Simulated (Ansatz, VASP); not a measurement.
Al2O3 in VASP and in Ansatz

INCAR

```
  ALGO = Fast
  EDIFF = 1E-6
  ENCUT = 520
  GGA = PS
  ISIF = 2
  ISMEAR = 0
  LASPH = T
  LCHARG = F
  LREAL = F
  LWAVE = F
  NBANDS = 20
  NELM = 60
  PREC = Accurate
  SIGMA = 0.05
```

The input KPOINTS:

```
k-points
0
Gamma
  9 9 4
```

POSCAR

```
Al2O3
1.0
    2.9708546968      0.0000000000      0.0000000000
   -1.4854273484      2.5728356383      0.0000000000
    0.0000000000      0.0000000000      9.0566518262
Al O
2 3
Direct
    0.0000000000      0.0000000000      0.1499923300
    0.0000000000      0.0000000000      0.8500076700
    0.3333333333      0.6666666667      0.2223169200
    0.6666666667      0.3333333333      0.0000000000
    0.3333333333      0.6666666667      0.7776830800
```

Input for Ansatz:

```yaml
crystal:
  lattice:
    - [2.9708546968, 0.0, 0.0]
    - [-1.4854273484, 2.5728356383, 0.0]
    - [0.0, 0.0, 9.0566518262]
  atoms:
    - { symbol: Al, position: [0.0, 0.0, 0.14999233] }
    - { symbol: Al, position: [0.0, 0.0, 0.85000767] }
    - { symbol: O, position: [0.3333333333, 0.6666666667, 0.22231692] }
    - { symbol: O, position: [0.6666666667, 0.3333333333, 0.0] }
    - { symbol: O, position: [0.3333333333, 0.6666666667, 0.77768308] }
basis:
  ecutwfc: 420
kpoints:
  mp_grid: { grid: [9, 9, 4] }
hamiltonian:
  xc: pbesol
scf:
  occupations: { method: gaussian, width: 0.05 }
output:
  forces: true
  stress: true
  eigenvalues: true
```

Change from the starting cell: strain +0.030 along x and y, -0.030 along z, atoms carried along.

Alike in both runs: task single point; functional PBEsol; k mesh 9 × 9 × 4; occupations gaussian, width 0.05 eV; no spin polarisation.

|  | VASP | Ansatz |
| --- | --- | --- |
| version | VASP 6.6.1 | Ansatz 0.2.0 |
| potentials or method | VASP PAW PBE potentials, release 64 (Al, O) | scalar-relativistic, plane waves, PAW |
| plane-wave cutoff (eV) | 520 | 420 |
| valence electrons in the cell | 24 | 24 |

```tsv
	VASP	Ansatz	Ansatz less VASP
gap on the k mesh at the Fermi level (eV)	3.92	3.94	+0.015
least direct gap on the mesh (eV)	4.15	4.16	+0.012
pressure (GPa)	-8.9	-9.0	-0.07
largest component of the traceless stress (GPa)	10.58	10.83	+0.244
rms of the force components (eV/Å)	0.323	0.311	-0.0129
```

Atom by atom the forces differ by 0.013 eV/Å (rms over components). With one functional, cell and mesh, what is left measures potentials, basis and numerics.

Caveats: the PAW data sets were made with another functional, which shifts forces and pressure a little (VASP); an odd mesh through Γ misses points on the zone boundary, where band edges often lie.
